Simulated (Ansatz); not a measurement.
# AlAu under changes of volume

One of the cells (16.755 Å³/atom); the others are scaled copies at fixed shape and fractional positions:

```
Au Al
1.0
     3.22394    0.00000    0.00000
     0.00000    3.22394    0.00000
     0.00000    0.00000    3.22394
Au Al
1 1
Cartesian
  1.6120 1.6120 1.6120
  0.0000 0.0000 0.0000
```

The cell comes from a database or a generator and needn't be the stable form of this composition.

| Item | Value |
| --- | --- |
| Program | Ansatz 0.2.0 |
| Functional | r2SCAN |
| Potentials or basis | Ansatz PAW |
| Cutoff | 500 eV (not typed: the program's choice for these potentials) |
| k mesh | 8 × 8 × 8 |
| Occupations | fermi-dirac, width 0.05 eV |
| Spin | no spin polarisation |

```tsv
volume (Å³/atom)	energy over the lowest point (meV/atom)	pressure (GPa)
15.749	?	?
16.084	0.00	-0.1
16.419	2.88	-2.7
16.755	10.81	-4.9
17.090	23.22	-6.8
17.425	39.30	-8.4
17.760	58.40	-9.8
```

Problem. What does the run at 15.749 Å³/atom give?

Solution. Energy over the lowest point 2.85 meV/atom; pressure 2.9 GPa.

Worked out: A Birch-Murnaghan fit of order 3 (a polynomial in V^(-2/3)) to the other rows has its minimum at 16.09 Å³/atom with B0 = V·E''(V) = 139 GPa and B' = 6.7. It gives 3.26 meV/atom at 15.749 Å³/atom, against the run's 2.85, and -dE/dV = 3.2 GPa, against 2.9.

Energies are extrapolated to zero smearing.

Caveats: the PAW data sets come from PBE, with cores solved anew for the run's functional, which leaves a small shift of forces and pressure.
